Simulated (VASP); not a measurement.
# Cs under changes of volume

One of the cells (126.427 Å³/atom); the others are scaled copies at fixed shape and fractional positions:

```
CELL_PARAMETERS angstrom
-2.76829 2.76829 4.12437
2.76829 -2.76829 4.12437
2.76829 2.76829 -4.12437
ATOMIC_POSITIONS crystal
Cs 0.00000 0.00000 0.00000
```

This isn't the form of Cs at room conditions, which is bcc.

```yaml
Program: VASP 6.6.1
Functional: PBE
Potentials_or_basis: VASP PAW PBE potentials, release 64 (Cs_sv)
Cutoff: 520 eV
k_mesh: 7 × 7 × 7
Occupations: fermi-dirac, width 0.05 eV
Spin: no spin polarisation
```

```tsv
volume (Å³/atom)	energy over the lowest point (meV/atom)	pressure (GPa)
116.511	0.00	0.0
118.990	?	?
121.469	1.20	-0.1
126.427	4.55	-0.1
128.906	6.91	-0.2
131.385	9.69	-0.2
```

Question: What does the run at 118.990 Å³/atom give?

Answer: Energy over the lowest point 0.30 meV/atom; pressure 0.0 GPa.

Worked out: A Birch-Murnaghan fit of order 3 (a polynomial in V^(-2/3)) to the other rows has its minimum at 116.52 Å³/atom with B0 = V·E''(V) = 1.9 GPa and B' = 3.2 at fixed shape and positions, which overstates the stiffness. It gives 0.31 meV/atom at 118.990 Å³/atom, against the run's 0.30, and -dE/dV = 0.0 GPa, against 0.0.

Energies are extrapolated to zero smearing.
